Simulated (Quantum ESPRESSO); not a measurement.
# Ti in Quantum ESPRESSO: the effect of strain

The system is Ti.

```
Ti
1.0
     2.83200    0.00000    0.00000
    -1.41600    2.55477    0.00000
     0.00000    0.00000    4.68000
Ti
2
Direct
  0.66667 0.33333 0.75000
  0.33333 0.66667 0.25000
```

Alike in all runs:

```yaml
Program: Quantum ESPRESSO 7.5
Task: relaxation of the atoms
Functional: PBEsol
Potentials_or_basis: GBRV 1.5 PBEsol
Cutoff: 612 eV
Density_cutoff: 4898 eV
k_mesh: 10 × 10 × 6
Occupations: fermi-dirac, width 0.05 eV
Spin: no spin polarisation
Kind_of_strain: uniaxial_x
Mixing_beta: 0.5
Most_SCF_iterations: 120
SCF_threshold: 4e-10 Ry
Most_ionic_steps: 40
Forc_conv_thr: 0.0004 Ry/bohr
Etot_conv_thr: 1e-05 Ry
```

Each run relaxes the cell or the atoms first.

| strain | pressure (GPa) |
| --- | --- |
| -0.04 | ? |
| -0.02 | -3.7 |
| -0.01 | -4.7 |
| 0 | -5.7 |
| 0.01 | -6.7 |
| 0.02 | -7.6 |
| 0.04 | -9.3 |

What does the run with strain -0.04 give?

Pressure -1.4 GPa.

Worked out: A straight line through the other rows of the pressure, of slope -93.7 GPa per unit of strain, extrapolates to -1.9 GPa, against the run's -1.4.

Caveats: the relaxation stopped at its first step, so nothing moved (some runs).
